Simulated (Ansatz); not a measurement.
SrO, DFT, PBE, PAW with Ansatz's default frozen-core files, scalar-relativistic (Ansatz 0.2.0), run on 1 thread of Intel(R) Xeon(R) Platinum 8488C (Sapphire Rapids) on a shared host.

The cell is COD entry 1100027, as deposited and not checked against the literature; nothing was relaxed. It is an old determination, and later ones may differ.

Command: `ansatz run input.yaml --threads 1 --pin off --max-ram 3072MiB --backend cpu --events-out ev --progress --plain --runs-dir out`

```yaml
crystal:
  lattice:
    - [0.0, 2.5698, 2.5698]
    - [2.5698, 0.0, 2.5698]
    - [2.5698, 2.5698, 0.0]
  atoms:
    - { symbol: Sr, position: [0.0, 0.0, 0.0] }
    - { symbol: O, position: [0.5, 0.5, 0.5] }
kpoints:
  mp_grid: { grid: [8, 8, 8] }
  band_path:
    path:
      - [0.0, 0.0, 0.0]
      - [0.5, 0.0, 0.5]
      - [0.625, 0.25, 0.625]
      - [0.375, 0.375, 0.75]
      - [0.0, 0.0, 0.0]
      - [0.5, 0.5, 0.5]
      - [0.5, 0.25, 0.75]
      - [0.5, 0.0, 0.5]
    npoints: 14
scf:
  occupations: { method: fermi_dirac, width: 0.02 }
hamiltonian:
  xc: pbe
  pseudopotentials: { kind: paw }
output:
  forces: true
  stress: true
  eigenvalues: true
  efg: { contact_densities: true }
  populations: true
  bader: true
  dos: { projected: true, de: 0.2, e_range: [-14, 8] }
  write_density: true
  write_potential: true
  elf: true
  volumetric_format: npy
```

Q: How large is the problem that the program sets up?

A: 29 irreducible k-points, 645 plane waves at Γ, 12 bands.

Q: About how long does it take, and how much memory does it use?

A: 8.6 s of wall time for 6 SCF iterations, with a peak of 0.38 GiB. Times on shared machines scatter by tens of per cent.

Q: And the same cell and mesh by all-electron LAPW, asked for forces, stress, eigenvalues, populations, dos and the same band path, on the same hardware?

A: 8.1 s, peak memory 0.33 GiB.
